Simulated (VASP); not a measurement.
# N (P4_2/mnm) in VASP: notebook

Aim: see how the results for N move with the level of theory and the settings. Levels: BLYP+D4, PBE+D4, PBEsol+D3. Tasks: density of states, chemical shielding, phonons.

Program: VASP 6.6.1. These are calculated values, not measurements. Logs are shortened: lines on timing, memory, paths and dates and some standing lists are left out, and cuts for length are marked.

### Step 1. The structure

The structure is tetragonal, space group P4_2/mnm (No. 136). Conventional cell: a = 4.084 Å, b = 4.084 Å, c = 5.346 Å, α = 90.00°, β = 90.00°, γ = 90.00°. Around N (site symmetry m2m) lie 1 N at 1.11 Å.

### Step 2. Density of states, BLYP+D4

The input, run.py:

```python
from ase.calculators.vasp import Vasp
from ase.dft.dos import DOS
from ase.io import read

atoms = read('N.cif')
calc = Vasp(
    directory='calc',
    xc='blyp',
    pp='PBE',
    setups='materialsproject',
    prec='Accurate',
    encut=300,
    ediff=1e-06,
    ismear=-1,
    sigma=0.5,
    lreal=False,
    lasph=False,
    nelm=80,
    algo='Normal',
    isif=2,
    lwave=False,
    lcharg=False,
    ivdw=13,
    vdw_s6=1.0,
    vdw_s8=2.34076671,
    vdw_a1=0.44488865,
    vdw_a2=4.0933009,
    lorbit=10,
    kpts=[7, 7, 5],
    gamma=True,
)
atoms.calc = calc

print('energy (eV):', atoms.get_potential_energy())
print('free energy (eV):', atoms.get_potential_energy(force_consistent=True))
print('forces (eV/A):')
print(atoms.get_forces())
print('stress (eV/A^3, Voigt):', atoms.get_stress())
print('Fermi level (eV):', calc.get_fermi_level())
dos = DOS(calc, width=0.05, window=(-10, 10), npts=301)
print('E - E_F (eV), DOS (1/eV)')
for e, g in zip(dos.get_energies(), dos.get_dos()):
    print(f'{e:8.3f} {g:10.4f}')
```

The input, N.cif:

```cif
data_N
_cell_length_a 4.08406197
_cell_length_b 4.08406197
_cell_length_c 5.34591325
_cell_angle_alpha 90.00000000
_cell_angle_beta 90.00000000
_cell_angle_gamma 90.00000000
_space_group_name_H-M_alt 'P1'
_space_group_name_Hall 'P 1'
_space_group_IT_number 1
loop_
_space_group_symop_operation_xyz
'x,y,z'
loop_
_atom_site_label
_atom_site_type_symbol
_atom_site_symmetry_multiplicity
_atom_site_Wyckoff_symbol
_atom_site_fract_x
_atom_site_fract_y
_atom_site_fract_z
_atom_site_occupancy
N1 N 1 a 0.4042752000 0.5957248000 0.5000000000 1
N2 N 1 a 0.0957248000 0.0957248000 0.0000000000 1
N3 N 1 a 0.5957248000 0.4042752000 0.5000000000 1
N4 N 1 a 0.9042752000 0.9042752000 0.0000000000 1
```

Potentials or basis: VASP PAW PBE potentials, release 64 (N).

Command:

```sh
> python run.py
```

Standard output:

```text
energy (eV): -32.12378601
free energy (eV): -32.13203094
forces (eV/A):
[[-1.38404416  1.38404416  0.        ]
 [ 1.38404416  1.38404416  0.        ]
 [ 1.38404416 -1.38404416  0.        ]
 [-1.38404416 -1.38404416  0.        ]]
stress (eV/A^3, Voigt): [ 0.11183833  0.11183833  0.12422615 -0.         -0.         -0.        ]
Fermi level (eV): -2.55774456
E - E_F (eV), DOS (1/eV)
 -10.000     0.0000
  -9.933     0.0000
  -9.867     0.0000
  -9.800     0.0000
  -9.733     0.0000
  -9.667     0.0000
[... 293 lines left out ...]
   9.933     0.0000
  10.000     0.0000
```

Wall time 38 s (1 thread of AMD EPYC, shared host); peak memory 0.1 GiB.

The run converged, but a check on its numbers failed (symmetry, net force, bounds or a known fault of this set-up), so they aren't taken as properties of the crystal.

Caveat: the cutoff lies under the usual one of these potentials, so the numbers hold a large basis-set error; the standard files for N, O and F lose accuracy on very short bonds; the PAW data sets were made with another functional, which shifts forces and pressure a little; an odd mesh through Γ misses points on the zone boundary, where band edges often lie.

### Step 3. Chemical shielding, PBE+D4 (volume scaled by 1.04)

The input, INCAR:

```
SYSTEM = N
PREC = Accurate
ENCUT = 500
EDIFF = 1E-8
ISMEAR = 0
SIGMA = 0.05
LREAL = .FALSE.
LASPH = .TRUE.
NELM = 80
ALGO = Normal
ISIF = 2
LWAVE = .FALSE.
LCHARG = .FALSE.
GGA = PE
IVDW = 13
LCHIMAG = .TRUE.
DQ = 0.001
ICHIBARE = 1
LNMR_SYM_RED = .TRUE.
```

The input, KPOINTS:

```
regular mesh
0
G
  7 7 5
  0 0 0
```

The input, POSCAR:

```
N
4.1378
    1.000001399463      0.000000000000      0.000000000000
    0.000000000000      1.000001399463      0.000000000000
    0.000000000000      0.000000000000      1.308971502054
N
4
Direct
    0.4042752000      0.5957248000      0.5000000000
    0.0957248000      0.0957248000      0.0000000000
    0.5957248000      0.4042752000      0.5000000000
    0.9042752000      0.9042752000      0.0000000000
```

Potentials or basis: VASP PAW PBE potentials, release 54 (N).

Command:

```sh
> cat potpaw_PBE.54/N/POTCAR > POTCAR
> mpirun -np 1 vasp_std > vasp.out
```

OUTCAR:

```text
SYSTEM = N
   PREC = Accurate
   ENCUT = 500
   EDIFF = 1E-8
   ISMEAR = 0
   LREAL = .FALSE.
   LASPH = .TRUE.
   NELM = 80
   ISIF = 2
   GGA = PE
   IVDW = 13

 ion  position               nearest neighbor table
   1  0.404  0.596  0.500-   3 1.12
   2  0.096  0.096  0.000-   4 1.12
   3  0.596  0.404  0.500-   1 1.12
   4  0.904  0.904  0.000-   2 1.12

  LATTYP: Found a simple tetragonal cell.
 ALAT       =     4.1378057907
 C/A-ratio  =     1.3089696702

  Lattice vectors:

 A1 = (   4.1378057907,   0.0000000000,   0.0000000000)
 A2 = (   0.0000000000,   4.1378057907,   0.0000000000)
 A3 = (   0.0000000000,   0.0000000000,   5.4162622812)

Analysis of symmetry for initial positions (statically):
=====================================================================
[... 652 lines left out ...]

 -------------------------------------------------------------
  G=0 CONTRIBUTION TO CHEMICAL SHIELDING (field along BDIR)
  using pGv susceptibility, excluding core contribution
 -------------------------------------------------------------
   BDIR                X                 Y                 Z
 -------------------------------------------------------------
     1          4.526139          0.000000          0.000000
     2          0.000000          4.526139          0.000000
     3          0.000000          0.000000          3.916209
 -------------------------------------------------------------

  Core NMR properties

  typ  El   Core shielding (ppm)
 ----------------------------
    1  N      235.7769540
 ----------------------------

  Core contribution to magnetic susceptibility:     -0.45  10^-6 cm^3/mole
 --------------------------------------------------------------------------

  CSA tensor (J. Mason, Solid State Nucl. Magn. Reson. 2, 285 (1993))
  for chemical shielding  (including the isotropic core contribution)

  BDIR labels direction of applied magnetic field (i.e. B0)
  For BDIR==1, B0 along x-axis, etc.
  Induced field listed along cartesian directions for each BDIR
 ------------------------------------------------------------------------------------------
                 EXCLUDING G=0 CONTRIBUTION              INCLUDING G=0 CONTRIBUTION
 ------------------------------------------------------------------------------------------
  ion  BDIR            X           Y           Z                X           Y           Z
          (   iso_shield        span        skew ) (   iso_shield        span        skew )
 ------------------------------------------------------------------------------------------
    1     1     -10.6539   -339.8547      0.0000          -6.0602   -339.8547      0.0000
          2    -339.8547    -10.6539      0.0000        -339.8547     -6.0602      0.0000
          3       0.0000      0.0000   -348.3040           0.0000      0.0000   -344.3201
          (    -123.2039    679.7093      0.9935 ) (    -118.8135    679.7093      0.9953 )
[... 11 lines left out ...]
    4     1     -10.6539    339.8547      0.0000          -6.0602    339.8547      0.0000
          2     339.8547    -10.6539      0.0000         339.8547     -6.0602      0.0000
          3       0.0000     -0.0000   -348.3040           0.0000     -0.0000   -344.3201
          (    -123.2039    679.7093      0.9935 ) (    -118.8135    679.7093      0.9953 )
 ------------------------------------------------------------------------------------------
  IF SPAN.EQ.0, THEN SKEW IS ILL-DEFINED
 ------------------------------------------------------------------------------------------
```

stdout:

```text
POSCAR found type information on POSCAR N
 POSCAR found :  1 types and       4 ions
 scaLAPACK will be used
 LDA part: xc-table for (Slater+PW92), standard interpolation
 POSCAR, INCAR and KPOINTS ok, starting setup
 FFT: planning ... GRIDC
 FFT: planning ... GRID_SOFT
[... 31 lines left out ...]
BDIR= 3  IDIR= 1  IQ= -1
BDIR= 3  IDIR= 1  IQ=  0
BDIR= 3  IDIR= 1  IQ=  1
BDIR= 3  IDIR= 2  IQ= -1
BDIR= 3  IDIR= 2  IQ=  0
BDIR= 3  IDIR= 2  IQ=  1
RLQ:   1    -0.952674299969E+00   -0.95267E+00   -0.33058E+00  1023   0.119E+01
RLQ:   2    -0.976369287284E+00   -0.23695E-01   -0.65654E-02  1279   0.978E-01
RLQ:   3    -0.978094667557E+00   -0.17254E-02   -0.15404E-03  1344   0.183E-01
RLQ:   4    -0.978124523728E+00   -0.29856E-04   -0.58825E-05  1379   0.320E-02
RLQ:   5    -0.978126576226E+00   -0.20525E-05   -0.52757E-06  1385   0.919E-03
RLQ:   6    -0.978126710563E+00   -0.13434E-06   -0.21823E-07  1111   0.211E-03
RLQ:   7    -0.978126717637E+00   -0.70741E-08   -0.17811E-08   953   0.605E-04
```

Wall time 20 min (1 thread of AMD EPYC, shared host); peak memory 0.26 GiB.

Results:

* Dispersion energy per atom: -0.047 eV

Chemical shielding (ppm):
```csv
atom,isotropic,span,skew
1 N,-119,680,1.00
2 N,-119,680,1.00
3 N,-119,680,1.00
4 N,-119,680,1.00
```

Caveat: the standard files for N, O and F lose accuracy on very short bonds.

(Part 1 of 2 ends here.)
